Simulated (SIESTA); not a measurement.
Runs of SIESTA 5.4.2 on Co. Symmetry: P6_3/mmc, No. 194, hexagonal system. The conventional cell has a = 2.472 Å, b = 2.472 Å, c = 4.021 Å, α = 90.00°, β = 90.00°, γ = 120.00°. Co (site symmetry -6m2) is surrounded by 12 Co at 2.47 Å. 

```tsv
level	potentials or basis	cell	gap on the mesh (eV)	pressure (GPa)	moment (μB)
PBEsol	PseudoDojo 0.4 standard (PBEsol files), DZP (energy shift 0.003 Ry; two zetas on semicore shells)	atoms moved at random, drawn with an rms of 0.05 Å	none	-5.4	3.20
PBE	PseudoDojo 0.5 standard (PBE files), DZP (energy shift 0.003 Ry; two zetas on semicore shells)	as given	none	5.5	3.24
PBEsol	PseudoDojo 0.4 standard (PBEsol files), DZP (energy shift 0.003 Ry; two zetas on semicore shells)	as given	none	-5.2	3.19
PBE	SG15 1.2 (PBE files) or PseudoDojo by element, DZP (energy shift 0.003 Ry; two zetas on semicore shells)	as given	none	(b)	3.24
PBE	PseudoDojo 0.4 standard (PBE files), DZP (energy shift 0.003 Ry; two zetas on semicore shells)	as given	none	5.5	3.24
PBE	SPMS 1.0 (PBE files) or PseudoDojo by element, DZP (energy shift 0.003 Ry; two zetas on semicore shells)	as given	none	4.1	3.19
PBE	PseudoDojo 0.4 stringent (PBE files), DZP (energy shift 0.003 Ry; two zetas on semicore shells)	as given	none	(a)	3.21
```

Alike in all rows: task single point; spin collinear, ferromagnetic start; k mesh 12 × 12 × 7; smearing fermi-dirac 0.05 eV; grid cutoff 800 Ry; energy shift 0.003 Ry.

Fill in the values left out.

(a) 4.7; (b) 7.6.

Caveats: the basis of atomic orbitals isn't converged, which shifts pressures, moduli and gaps; short orbitals over semicore shells can move pressures by several GPa (some runs); the valence orbitals were made in a potential fitted to the semicore shell under them, which widens gaps by tenths of an eV or more (some runs).

A gap of «none» marks a metal or a gap under the smearing width.
